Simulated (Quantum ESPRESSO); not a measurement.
Wanted: the native input for a Quantum ESPRESSO 7.5 run.

```
Task                : single point
Functional          : PBE
Potentials or basis : SSSP 1.3 efficiency PBE
Cutoff              : 816 eV
Density cutoff      : 6531 eV
k mesh              : 6 × 6 × 9
Occupations         : fermi-dirac, width 0.05 eV
Spin                : no spin polarisation
Mixing beta         : 0.5
Most SCF iterations : 120
SCF threshold       : 1.2e-09 Ry
```

Crystal: TaN.

```
Ta N
1.0
     5.18500    0.00000    0.00000
    -2.59250    4.49034    0.00000
     0.00000    0.00000    2.90800
Ta N
3 3
Cartesian
  0.0050 0.0075 0.0165
  0.0097 2.9709 1.4676
  2.5609 1.5305 1.4798
  2.5997 -0.0502 0.0306
  1.3484 2.2345 0.0179
  -1.2756 2.2056 0.0215
```

The cell isn't the ideal one: atoms moved at random, drawn with an rms of 0.05 Å.

The input as run:

pw.in

```
&CONTROL
  calculation = 'scf'
  prefix = 'pwscf'
  outdir = './tmp'
  pseudo_dir = './pseudo'
  tprnfor = .true.
  tstress = .true.
  disk_io = 'nowf'
/
&SYSTEM
  ibrav = 0
  nat = 6
  ntyp = 2
  ecutwfc = 60
  ecutrho = 480
  nbnd = 37
  occupations = 'smearing'
  smearing = 'fd'
  degauss = 0.00367493
/
&ELECTRONS
  conv_thr = 1.2d-09
  electron_maxstep = 120
  mixing_beta = 0.5
/
ATOMIC_SPECIES
Ta   180.9479 Ta_pbe_v1.uspp.F.UPF
N     14.0070 N.pbe-n-radius_5.UPF
CELL_PARAMETERS angstrom
   5.1850002000    0.0000000000    0.0000000000
  -2.5925001000    4.4903418900    0.0000000000
   0.0000000000    0.0000000000    2.9080005300
ATOMIC_POSITIONS crystal
Ta     0.0017970000    0.0016720000    0.0056650000
Ta     0.3326900000    0.6616260000    0.5046680000
Ta     0.6643190000    0.3408360000    0.5088620000
N      0.4957950000   -0.0111830000    0.0105140000
N      0.5088820000    0.4976330000    0.0061460000
N     -0.0004180000    0.4911940000    0.0073900000
K_POINTS automatic
6 6 9 0 0 0
```

Potentials or basis: SSSP 1.3 efficiency PBE.

Run with:

```bash
$ OMP_NUM_THREADS=1 pw.x -in pw.in > pw.out
```

It gave:

| Quantity | Value |
| --- | --- |
| Pressure | 11.0 GPa |
| Largest force | 2.482 eV/Å |
| Band gap on the k mesh | none (metal or under the smearing width) |

It took 9.6 min on 1 thread of Arm Neoverse V1, on a shared host, peak memory 0.88 GiB.
